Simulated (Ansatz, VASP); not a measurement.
# AlRu in VASP and in Ansatz

```xyz
2
Lattice="2.8918 0.0000 0.0000 0.0000 2.8918 0.0000 0.0000 0.0000 2.8918" Properties=species:S:1:pos:R:3 pbc="T T T"
Al    0.0000    0.0000    0.0000
Ru    1.4459    1.4459    1.4459
```

Alike in both runs: functional r2SCAN; k mesh 14 × 14 × 14; occupations gaussian, width 0.1 eV; no spin polarisation.

Ansatz relaxed the structure, and its values are those at the end. VASP's run is a single point on that final structure, the one shown.

```csv
,VASP,Ansatz
version,VASP 6.6.1,Ansatz 0.2.0
potentials or method,"VASP PAW PBE potentials, release 64 (Al, Ru_pv)","scalar-relativistic, plane waves, PAW"
plane-wave cutoff (eV),520,500
valence electrons in the cell,17,19
```

|  | VASP | Ansatz | Ansatz less VASP |
| --- | --- | --- | --- |
| gap on the k mesh at the Fermi level (eV) | none | none | - |
| pressure (GPa) | 25.4 | 25.0 | -0.38 |

A gap of «none» marks a metal or a gap that the smearing closes. The functional is the same, so the differences come from potentials, cutoffs and numerics. The two sets of potentials don't hold the same shells in valence.

Caveats: so large a pressure means that the cell lies far from this level's equilibrium, or that cutoff or potentials fall short (VASP); the potentials were made for another functional, which shifts forces and pressure (VASP).
